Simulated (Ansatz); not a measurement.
## Nb (Fm-3m), stationary points along a deformation path

These are results of DFT PBE, scalar-relativistic, plane waves, PAW (Ansatz), not measurements. Settings: plane waves to 420 eV, k-mesh 22×22×22 (Γ-centred), Gaussian smearing 0.15 eV. No spin polarisation. Energies are free energies at this smearing, counted from the undisturbed cell; pressure is positive in compression.

The starting cell (as given, not relaxed at this level; it stands at -1.3 GPa; this fcc form isn't the usual structure):

```xyz
1
Lattice="0.0000 2.1150 2.1150 2.1150 0.0000 2.1150 2.1150 2.1150 0.0000" Properties=species:S:1:pos:R:3 pbc="T T T"
Nb    0.0000    0.0000    0.0000
```

At fixed volume and fractional coordinates, lengths along (0.000, 0.000, 1.000) are scaled against those across it; ρ is that ratio over its starting value. V = 18.922 Å³/atom. Δσ is the stress along the axis less the mean stress across it (compression positive).

| ρ | ΔE (meV/atom) | Δσ (GPa) | space group |
| --- | --- | --- | --- |
| 0.707 | -308.1 | 0.01 | Im-3m |
| 0.850 | -172.7 | -17.12 | I4/mmm |
| 1.000 | 0.0 | 0.00 | Fm-3m |
| 1.200 | -155.7 | 8.60 | I4/mmm |
| 1.414 | -93.3 | -18.91 | I4/mmm |

Question: How does the stress give the slope of the energy, and where is the energy stationary?

Answer: Along the path d ln(length) is 2/3 d ln ρ on the axis and −1/3 d ln ρ across it, so dE/d ln ρ = −(2/3) V Δσ: the energy falls with ρ where Δσ is positive. Δσ vanishes or changes sign at ρ = 0.707 (Im-3m, an end of the scan), at -308.1 meV/atom; at ρ = 1.000 (Fm-3m), a maximum at 0.0 meV/atom; between ρ = 1.200 and 1.414, a minimum (near 1.26 by linear interpolation). Pairs of stationary points between two samples would go unseen, and could change a minimum read from distant neighbours into a maximum. At ρ = 0.707, 1.000 the cell is cubic, where symmetry alone makes the stress isotropic and the slope zero.

Question: Is the start the lowest point of the path?

Answer: No: ρ = 0.707 lies 308.1 meV/atom lower, with no sampled rise above the start on the way. Volume and inner coordinates are held, so a relaxed structure there would lie lower still.

In a metal these slopes depend on the k mesh and the smearing.